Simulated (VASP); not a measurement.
**Be2H3: single point with PBE**

Crystal: Be2H3.

```
Be H
1.0
     3.10229    0.00000    0.00000
     0.00000    3.10229    0.00000
     0.00000    0.00000    3.73357
Be H
2 3
Direct
  0.50000 0.50000 0.00000
  0.00000 0.00000 0.00000
  0.50000 0.50000 0.50000
  0.00000 0.00000 0.60478
  0.00000 0.00000 0.39522
```

The cell was built by a generator and needn't be a form met in nature.

The cell isn't the ideal one: random cell by space group and Wyckoff sites (P4/mmm, No. 123).

```yaml
Program: VASP 6.6.1
Task: single point
Functional: PBE
Potentials_or_basis: VASP PAW PBE potentials, release 64 (Be, H)
Cutoff: 520 eV
k_mesh: 12 × 12 × 10
Occupations: gaussian, width 0.1 eV
Spin: no spin polarisation
Dipole_correction: no
Further_INCAR_settings: ALGO = Normal; EDIFF = 1e-06; NBANDS = 12
```

* Pressure: -0.1 GPa
* Band gap on the k mesh: none (metal or under the smearing width)

Forces on the atoms (eV/Å):
```
Be   0.000  0.000  0.000
Be   0.000  0.000  0.000
H    0.000  0.000  0.000
H    0.000  0.000 -0.002
H    0.000  0.000  0.002
```

Levels at points of the mesh, in eV from the Fermi level:
| k point | band 1 | band 2 | band 3 | band 4 | band 5 | band 6 |
| --- | --- | --- | --- | --- | --- | --- |
| (0.00, 0.00, 0.00) | -10.59 | -2.33 | -1.20 | 0.97 | 2.68 | 2.68 |
| (0.50, 0.00, 0.00) | -8.86 | -5.48 | -0.03 | 0.79 | 2.23 | 4.09 |
| (0.50, 0.50, 0.00) | -7.78 | -2.64 | -2.45 | -2.45 | 1.78 | 5.88 |
| (0.00, 0.00, 0.50) | -9.66 | -6.40 | -1.07 | 3.22 | 3.22 | 8.02 |
| (0.50, 0.00, 0.50) | -8.34 | -3.88 | -3.53 | -3.08 | 6.72 | 7.13 |
| (0.50, 0.50, 0.50) | -7.71 | -2.12 | -1.74 | -1.74 | -0.04 | 2.24 |

Wall time 54 s on 1 thread of AMD EPYC 7R13 Processor (Zen 3), on a shared host, peak memory 0.14 GiB.
